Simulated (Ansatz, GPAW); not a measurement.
## The basis that the transmission of N2 in line between two Ge chains needs

Aim: T(E), conductance and thermopower of N2 in line between two Ge chains, and what cheaper settings cost in accuracy.

Calculated with GPAW 26.7.0 and Ansatz 0.2.0; Ansatz plane waves; Landauer transmission by layers, zero bias, in the first sound run; inputs show where later runs differ.

Most raw output is cut from this account.

## (1) The structure

The cell holds 12 atoms: 10 Ge and 2 N. Its edges and angles: a = 9.000 Å, b = 9.000 Å, c = 25.775 Å, α = 90.0°, β = 90.0°, γ = 90.0°. Regions: left lead, 5 atoms (5 Ge); channel, 2 atoms (2 N); right lead, 5 atoms (5 Ge). Vacuum lies along a and b. The structure is stacked along c, and the current runs across the ab planes.

## (2) Plane waves, PBE

A plane-wave run comes first: its basis does not favour the atoms, so it serves as the reference for the orbital bases.

Input file input.yaml:

```yaml
crystal:
  lattice:
    - [9.0, 0.0, 0.0]
    - [0.0, 9.0, 0.0]
    - [0.0, 0.0, 25.7746]
  atoms:
    - { symbol: Ge, position: [0.5, 0.5, 0.0455875164] }
    - { symbol: Ge, position: [0.5, 0.5, 0.1367625492] }
    - { symbol: Ge, position: [0.5, 0.5, 0.227937582] }
    - { symbol: Ge, position: [0.5, 0.5, 0.3191126147] }
    - { symbol: Ge, position: [0.5, 0.5, 0.4102876475] }
    - { symbol: "N", position: [0.5, 0.5, 0.4778852048] }
    - { symbol: "N", position: [0.5, 0.5, 0.5221147952] }
    - { symbol: Ge, position: [0.5, 0.5, 0.5897123525] }
    - { symbol: Ge, position: [0.5, 0.5, 0.6808873853] }
    - { symbol: Ge, position: [0.5, 0.5, 0.772062418] }
    - { symbol: Ge, position: [0.5, 0.5, 0.8632374508] }
    - { symbol: Ge, position: [0.5, 0.5, 0.9544124836] }
kpoints:
  mp_grid: { grid: [1, 1, 3] }
hamiltonian:
  xc: pbe
scf:
  occupations: { method: fermi_dirac, width: 0.1 }
output:
  transmission:
    leads: [[0, 1]]
    e_range: [-2, 2]
    de: 0.05
    kmesh: [1, 1]
    reduced_basis: true
  write_potential: true
  write_density: true
  volumetric_format: npy
```

Started as:

```sh
ansatz run input.yaml --threads 2 --pin off --max-ram 4096MiB --backend cpu --events-out ev --progress --plain --runs-dir out
```

Wall time 1.9 min (2 threads of Arm Neoverse V2, shared host); peak memory 2.3 GiB.

Numbers from this step:

```yaml
free_energy: -43699.8028 eV
smearing_term_ts: 0.3580 eV
symmetry_operations: 16
lead_level: 0 eV from the Fermi level
transmission_at_the_fermi_level_one_spin: 1.992
open_channels_of_the_lead_at_the_fermi_level_one_spin: 3
step_of_the_potential_along_the_lead: 17.4 meV
offset_of_the_lead: 0 Å
```

One spin. Transmission, zone mean against energy, zero at the Fermi level:

energy (eV), transmission, zone mean and a bar:
```
   -2.000       0.07 
   -1.800       0.07 
   -1.600       0.07 
   -1.400       0.07 
   -1.200       0.07 
   -1.000       1.47 ######################
   -0.800       1.77 ##########################
   -0.600       1.90 ############################
   -0.400       1.97 #############################
   -0.200       1.99 #############################
    0.000       1.99 ##############################
    0.200       1.98 #############################
    0.400       1.97 #############################
    0.600       1.97 #############################
    0.800       1.97 #############################
    1.000       1.97 #############################
    1.200       1.98 #############################
    1.400       1.99 ##############################
    1.600       2.01 ##############################
    1.800       2.02 ##############################
    2.000       2.02 ##############################
```

One spin. The open channels, zone mean by energy, zero at the Fermi level:

energy (eV), open channels, zone mean and a bar from the least value:
```
    -2.00       1.00 
    -1.85       1.00 
    -1.70       1.00 
    -1.60       1.00 
    -1.45       1.00 
    -1.30       1.00 
    -1.15       3.00 ##############################
    -1.05       3.00 ##############################
    -0.90       3.00 ##############################
    -0.75       3.00 ##############################
    -0.60       3.00 ##############################
    -0.50       3.00 ##############################
    -0.35       3.00 ##############################
    -0.20       3.00 ##############################
    -0.05       3.00 ##############################
     0.00       3.00 ##############################
     0.05       3.00 ##############################
     0.20       3.00 ##############################
     0.35       3.00 ##############################
     0.50       3.00 ##############################
     0.60       3.00 ##############################
     0.75       3.00 ##############################
     0.90       3.00 ##############################
     1.05       3.00 ##############################
     1.15       3.00 ##############################
     1.30       3.00 ##############################
     1.45       3.00 ##############################
     1.60       3.00 ##############################
     1.70       3.00 ##############################
     1.85       3.00 ##############################
     2.00       3.00 ##############################
```

Crystal 0, spin -, k parallel (0, 0); distinct values, listed up to 1.5 1/Å. Table of Im kz of the slowest decaying states by energy, zero at the Fermi level:

```
energy (eV)  decay 1 (Å⁻¹)  decay 2 (Å⁻¹)  decay 3 (Å⁻¹)  decay 4 (Å⁻¹)
      -2.00          0.459           1.23           1.36           1.44
      -1.85          0.416           1.21           1.34           1.42
      -1.70          0.369           1.20           1.33           1.41
      -1.50          0.294           1.17           1.31           1.39
      -1.35          0.222           1.16           1.29           1.38
      -1.20          0.109           1.14           1.28           1.36
      -1.05           1.12           1.26           1.35           1.35
      -0.90           1.10           1.25           1.33           1.33
      -0.70           1.08           1.23           1.31           1.31
      -0.55           1.06           1.21           1.30           1.30
      -0.40           1.04           1.19           1.28           1.29
      -0.25           1.02           1.18           1.27           1.27
      -0.10           1.00           1.16           1.25           1.26
       0.00          0.989           1.15           1.24           1.25
       0.10          0.976           1.14           1.23           1.23
       0.25          0.955           1.12           1.21           1.22
       0.40          0.934           1.10           1.20           1.20
       0.55          0.912           1.08           1.18           1.19
       0.70          0.890           1.06           1.16           1.17
       0.90          0.859           1.04           1.14           1.15
       1.05          0.836           1.02           1.12           1.13
       1.20          0.811           1.00           1.10           1.11
       1.35          0.786          0.980           1.09           1.10
       1.50          0.761          0.960           1.07           1.08
       1.70          0.725          0.932           1.04           1.06
       1.85          0.697          0.911           1.02           1.04
       2.00          0.667          0.889           1.00           1.02
```

Crystal 0, spin -, k parallel (0, 0). Table of Re kz of states that move upwards by energy, zero at the Fermi level:

```
energy (eV)  channel 1 (Å⁻¹)  channel 2 = channel 3 (Å⁻¹)
     -2.000            -1.23                            -
     -1.800            -1.21                            -
     -1.600            -1.20                            -
     -1.400            -1.18                            -
     -1.200            -1.16                            -
     -1.000            -1.14                        0.196
     -0.800            -1.13                        0.298
     -0.600            -1.11                        0.373
     -0.400            -1.09                        0.436
     -0.200            -1.08                        0.492
      0.000            -1.06                        0.541
      0.200            -1.05                        0.587
      0.400            -1.03                        0.630
      0.600            -1.01                        0.671
      0.800           -0.999                        0.709
      1.000           -0.984                        0.745
      1.200           -0.968                        0.781
      1.400           -0.953                        0.815
      1.600           -0.938                        0.847
      1.800           -0.923                        0.879
      2.000           -0.908                        0.911
```

Electrostatic potential energy of an electron (with the applied field's), less the Fermi level, planar mean against z:

```
z (Å)  electrostatic potential energy of an electron (with the applied field's), less the Fermi level, planar mean (eV)
  0.0                                                                                                              4.50
  0.5                                                                                                              4.01
  1.0                                                                                                              3.33
  1.5                                                                                                              3.49
  2.0                                                                                                              4.25
  2.5                                                                                                              4.44
  3.0                                                                                                              3.75
  3.5                                                                                                              3.27
  4.0                                                                                                              3.68
  4.5                                                                                                              4.39
  5.0                                                                                                              4.29
  5.5                                                                                                              3.53
  6.0                                                                                                              3.29
  6.5                                                                                                              3.91
  7.0                                                                                                              4.44
  7.5                                                                                                              4.04
  8.0                                                                                                              3.32
  8.5                                                                                                              3.33
  9.0                                                                                                              4.02
  9.5                                                                                                              4.29
 10.0                                                                                                              3.66
 10.5                                                                                                              3.05
 11.0                                                                                                              3.30
 11.5                                                                                                              4.02
 12.0                                                                                                              3.73
 12.5                                                                                                              3.51
 13.0                                                                                                              3.80
 13.5                                                                                                              3.45
 14.0                                                                                                              4.02
 14.5                                                                                                              3.72
 15.0                                                                                                              3.07
 15.5                                                                                                              3.25
 16.0                                                                                                              4.04
 16.5                                                                                                              4.29
 17.0                                                                                                              3.68
 17.5                                                                                                              3.21
 18.0                                                                                                              3.60
 18.5                                                                                                              4.34
 19.0                                                                                                              4.31
 19.5                                                                                                              3.57
 20.0                                                                                                              3.29
 20.5                                                                                                              3.86
 21.0                                                                                                              4.45
 21.5                                                                                                              4.12
 22.0                                                                                                              3.39
 22.5                                                                                                              3.39
 23.0                                                                                                              4.12
 23.5                                                                                                              4.48
 24.0                                                                                                              3.89
 24.5                                                                                                              3.29
 25.0                                                                                                              3.58
 25.5                                                                                                              4.35
```

The valence density, planar mean oscillates, so the rows of the table below give means over windows of 2.36 Å about each position, cut where the curve ends. Its maxima inside the range that stand out by 2 % of the span (Å: e/Å³): 1.1: 0.229, 3.6: 0.225, 5.9: 0.231, 8.2: 0.223, 10.6: 0.231, 12.3: 0.0592, 13.5: 0.0592, 15.2: 0.231, 17.6: 0.223, 19.9: 0.231, 22.2: 0.225, 24.6: 0.229. Its minima: 2.3: 0.0191, 4.7: 0.0187, 7.0: 0.0184, 9.3: 0.0180, 11.5: 0.0247, 12.9: 0.0467, 14.3: 0.0247, 16.5: 0.0180, 18.8: 0.0184, 21.0: 0.0187, 23.5: 0.0191.

Table of valence density, planar mean by z; means over each step:

```
z (Å)  valence density, planar mean (e/Å³)
 1.18                               0.0734
 3.54                               0.0733
 5.90                               0.0733
 8.26                               0.0733
10.62                               0.0749
12.98                               0.0508
15.34                               0.0738
17.70                               0.0733
20.06                               0.0734
22.42                               0.0733
24.78                               0.0821
```

T at the Fermi level is 1.99 of 3 open channels a spin.

[end of part 1 of 3]

[Logs are printed without paths, hosts, clocks, repeated set-up lines and the standing remarks that a program may print on its own settings, such as how far it seeks lower states.]

[Hosts, paths, dates, database ids (printed as entryN), source tags and the programs' standing remarks are cut or masked in the printed files.]
